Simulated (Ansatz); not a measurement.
Wires are cut from relaxed bulk TaN (Fm-3m, not its usual structure, 10.77 Å³/atom, gap on the mesh 0.00 eV); atoms and period are relaxed, and energies count from that bulk.

Computed with DFT PBE, scalar-relativistic, plane waves, PAW (Ansatz 0.2.0).

Cutoff 420 eV, Gaussian smearing of 0.05 eV, energies at zero smearing, symmetry of each start kept, no spin polarisation.

```json
{"start": "[111] wire, 24 host atoms a period", "atoms": "24", "k mesh": "1×1×7", "excess energy (eV per host atom)": "0.903", "line energy (eV/Å)": "2.674", "period (Å)": "8.105", "gap on the mesh (eV)": "0"}
{"start": "[111] wire, 28 host atoms a period*", "atoms": "28", "k mesh": "1×1×7", "excess energy (eV per host atom)": "0.677", "line energy (eV/Å)": "2.163", "period (Å)": "8.767", "gap on the mesh (eV)": "0.34"}
```

* ends far from its start.

Spin-orbit coupling is left out, which matters for the bands of heavy elements. The gap is read on a mesh, which can miss the band edges, so it can be too wide.

Each run keeps its start's symmetry and one magnetic start, so lower states can exist.

Cost: 2 runs of about 110 core-minutes in all, on Intel Xeon Platinum 8375C (Ice Lake) (shared hosts).